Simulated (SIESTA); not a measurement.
Runs of SIESTA 5.4.2 on In. The cell holds a slab with vacuum, 4 atoms: a = 3.339 Å, b = 3.339 Å, c = 23.207 Å, α = 90.00°, β = 90.00°, γ = 120.00°. The slab is cut from a database's or a generator's crystal, which needn't be the stable form of the element.

| level | potentials or basis | gap on the mesh (eV) | largest force (eV/Å) |
| --- | --- | --- | --- |
| WC | PseudoDojo 0.4 standard (PBEsol files), DZP (energy shift 0.003 Ry; two zetas on semicore shells) | none | 0.13 |
| AM05 | PseudoDojo 0.4 standard (PBEsol files), DZP (energy shift 0.003 Ry; two zetas on semicore shells) | none | 0.14 |
| BLYP | PseudoDojo 0.4 standard (PBE files), DZP (energy shift 0.003 Ry; two zetas on semicore shells) | none | 0.38 |
| PBEsol | PseudoDojo 0.4 standard (PBEsol files), DZP (energy shift 0.003 Ry; two zetas on semicore shells) | none | 0.13 |
| revPBE | PseudoDojo 0.4 standard (PBE files), DZP (energy shift 0.003 Ry; two zetas on semicore shells) | none | (a) |
| RPBE | PseudoDojo 0.4 standard (PBE files), DZP (energy shift 0.003 Ry; two zetas on semicore shells) | none | 0.23 |
| PW91 | PseudoDojo 0.4 standard (PBE files), DZP (energy shift 0.003 Ry; two zetas on semicore shells) | none | 0.14 |
| LDA | PseudoDojo 0.4 standard (LDA files), DZP (energy shift 0.003 Ry; two zetas on semicore shells) | none | 0.13 |

Alike in all rows: task band structure; no spin polarisation; cell as given; k mesh 9 × 9 × 1; smearing fermi-dirac 0.05 eV; grid cutoff 500 Ry; energy shift 0.003 Ry.

Fill in the values left out.

(a) 0.20.

Caveats: spin-orbit coupling is left out, which moves the levels of the heavy elements; the basis of atomic orbitals isn't converged, which shifts pressures, moduli and gaps; the potentials were made for another functional, which shifts forces and pressure (some runs).

A k mesh can miss the band edges, and the runs leave out spin-orbit coupling on In.

A gap of «none» marks a metal or a gap under the smearing width.

Runs at the PBE level aren't shown here.
